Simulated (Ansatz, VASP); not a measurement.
Two plane-wave programs on MgO

```xyz
4
Lattice="3.3078 0.0000 0.0000 -1.6539 2.8646 -0.0143 0.0000 -0.0249 4.9829" Properties=species:S:1:pos:R:3 pbc="T T T"
Mg    0.0000    1.9097    0.0012
Mg    1.6539    0.9424    2.4974
O     0.0000    1.8997    1.9958
O     1.6539    0.9324    4.4920
```

Change from the starting cell: strain -0.0100 x Voigt [0, 0, 0, 1, 0, 0], atoms carried along.

Alike in both runs: task single point; functional PBE; k mesh 9 × 9 × 6; occupations gaussian, width 0.05 eV; no spin polarisation.

|  | VASP | Ansatz |
| --- | --- | --- |
| version | VASP 6.6.1 | Ansatz 0.2.0 |
| potentials or method | VASP PAW PBE potentials, release 64 (Mg, O) | scalar-relativistic, plane waves, PAW |
| plane-wave cutoff (eV) | 520 | 420 |
| valence electrons in the cell | 16 | 32 |

```tsv
	VASP	Ansatz	Ansatz less VASP
gap on the k mesh at the Fermi level (eV)	3.46	3.48	+0.018
least direct gap on the mesh (eV)	3.46	3.48	+0.018
pressure (GPa)	3.0	3.3	+0.38
largest component of the traceless stress (GPa)	0.74	0.73	-0.008
rms of the force components (eV/Å)	0.023	0.022	-0.0004
```

Atom by atom the forces differ by 0.000 eV/Å (rms over components). The functional is the same, so the differences come from potentials, cutoffs and numerics. The two sets of potentials don't hold the same shells in valence.

Caveats: an odd mesh through Γ misses points on the zone boundary, where band edges often lie.
